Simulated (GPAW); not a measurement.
Runs of GPAW 26.7.0 on AlV2C. It takes space group P6_3/mmc (No. 194, hexagonal). Conventional cell: a = 2.888 Å, b = 2.888 Å, c = 13.105 Å, α = 90.00°, β = 90.00°, γ = 120.00°. V (site symmetry 3m) is surrounded by 3 C at 2.02 Å. Al (site symmetry -6m2) has 6 V at 2.72 Å and 6 Al at 2.89 Å as nearest neighbours. Around C (site symmetry -3m) lie 6 V at 2.02 Å. The cell comes from a database or a generator and needn't be the stable form of this composition.

```tsv
task	level	potentials or basis	k mesh	cutoff (eV)	maxiter	band path	band points	convergence	mesh quality	gap on the mesh (eV)	pressure (GPa)	moment (μB)	largest force (eV/Å)
band structure	PBEsol	PAW data sets generated in the run's folder for this functional, pw	7 × 7 × 2	800	150	GMKGALHA,LM,KH	60	-	not flagged	-	-1.9	0.00	(b)
single point	PBE	GPAW PAW data sets (gpaw-data 1.2.1), pw	6 × 6 × 1	600	120	-	-	default	coarse	none	3.9	0.00	0.16
single point	LDA	the program's PAW data sets (release 1.2.1) made for this functional, pw	6 × 6 × 1	600	120	-	-	default	coarse	none	-7.9	0.00	(a)
band structure	PBE	GPAW PAW data sets (gpaw-data 1.2.1), pw	7 × 7 × 2	800	150	GMKGALHA,LM,KH	60	-	not flagged	-	3.9	0.00	0.10
```

Alike in all rows: spin collinear, ferromagnetic start; cell as given; smearing fermi-dirac 0.05 eV.

Question: Estimate the missing entries.

Answer: (a) 0.45; (b) 0.41.

Caveats: some runs use coarse meshes; the cutoff is short for stress and forces, so pressures can be off by a GPa or more (some runs).

A k mesh can miss the band edges.

A gap of «none» marks a metal or a gap under the smearing width.

Not every run made on this cell is shown here.
